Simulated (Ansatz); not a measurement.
Crystal: CdS.

```
Cd S
1.0
     0.00000    2.75324    2.75324
     2.75324    0.00000    2.75324
     2.75324    2.75324    0.00000
Cd S
1 1
Direct
  0.00000 0.00000 0.00000
  0.50000 0.50000 0.50000
```

Measurements of this composition are mostly on another form, of space group No. 186.

- Program: Ansatz 0.2.0
- Task: relaxation of cell and atoms
- Functional: PBEsol
- Dispersion: D3(BJ)
- Potentials or basis: Ansatz PAW
- Cutoff: 420 eV (not typed: the program's choice for these potentials)
- k mesh: 8 × 8 × 8
- Occupations: fermi-dirac, width 0.05 eV
- Spin: no spin polarisation

At the start: volume 20.87 Å³/atom.

**Question.** Where does the relaxation end?

**Answer.** It ends after 6 steps and the volume is 19.01 Å³/atom (-8.9 %); space group Fm-3m (No. 225, to 0.05 Å).

The path:
```
step  energy change (eV)  largest force (eV/Å)  volume (Å³)
   1              0.0000                0.0000        41.74
   2             -0.0532                0.0000        35.95
   3             -0.0871                0.0000        38.39
   4             -0.0883                0.0000        38.05
   5             -0.0883                0.0000        38.01
   6             -0.0876                0.0000        38.01
```

Final structure:
```
Cd S
1.0
     0.00000    2.66870    2.66870
     2.66870    0.00000    2.66870
     2.66870    2.66870    0.00000
Cd S
1 1
Direct
  0.00000 0.00000 0.00000
  0.50000 0.50000 0.50000
```

Caveat: the plane-wave basis is chosen anew once the cell has moved, so the energies of steps on either side of that aren't comparable; the PAW data sets come from PBE, with cores solved anew for the run's functional, which leaves a small shift of forces and pressure.
